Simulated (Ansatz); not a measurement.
The system is BaTiO3.

```
Ba Ti O
1.0
     3.99980    0.00000    0.00000
     0.00000    3.99980    0.00000
     0.00000    0.00000    4.01800
Ba Ti O
1 1 3
Cartesian
  0.0000 0.0000 0.0000
  1.9999 1.9999 1.9688
  0.0000 1.9999 2.0773
  1.9999 0.0000 2.0773
  1.9999 1.9999 0.0763
```

- Program: Ansatz 0.2.0
- Task: relaxation of cell and atoms
- Functional: RPBE
- Potentials or basis: Ansatz PAW
- Cutoff: 420 eV (not typed: the program's choice for these potentials)
- k mesh: 7 × 7 × 7
- Occupations: fermi-dirac, width 0.05 eV
- Spin: no spin polarisation

At the start: volume 12.86 Å³/atom.

Problem. Where does the relaxation end?

Solution. It ends after 20 steps and the volume is 14.12 Å³/atom (+9.8 %); space group P4mm (No. 99, to 0.05 Å).

Step by step:
```tsv
step	energy change (eV)	largest force (eV/Å)	volume (Å³)
1	0.0000	0.2918	64.28
2	-0.0523	0.5108	67.26
3	-0.0560	0.4199	67.21
4	-0.0634	0.3938	67.17
5	-0.0838	0.3422	67.79
6	-0.1042	0.0948	68.63
7	-0.1047	0.0259	68.88
8	-0.1047	0.0144	68.91
9	-0.1047	0.0009	68.93
10	-0.1321	0.0050	68.93
11	-0.1319	0.1348	70.33
12	-0.1344	0.0289	70.19
13	-0.1344	0.0151	70.18
14	-0.1344	0.0005	70.20
15	-0.1395	0.0010	70.20
16	-0.1393	0.0090	70.42
17	-0.1391	0.0019	70.52
18	-0.1399	0.0017	70.52
19	-0.1397	0.0011	70.59
20	-0.1399	0.0011	70.59
```

Final structure:
```
Ba Ti O
1.0
     3.98714    0.00000    0.00000
     0.00000    3.98714    0.00000
     0.00000    0.00000    4.44025
Ba Ti O
1 1 3
Direct
  0.00000 0.00000 0.97128
  0.50000 0.50000 0.46143
  0.00000 0.50000 0.52606
  0.50000 0.00000 0.52606
  0.50000 0.50000 0.05818
```

Caveat: the plane-wave basis is chosen anew once the cell has moved, so the energies of steps on either side of that aren't comparable; the pressure holds a Pulay correction of +0.4 GPa for the finite cutoff; the PAW data sets come from PBE, with cores solved anew for the run's functional, which leaves a small shift of forces and pressure.
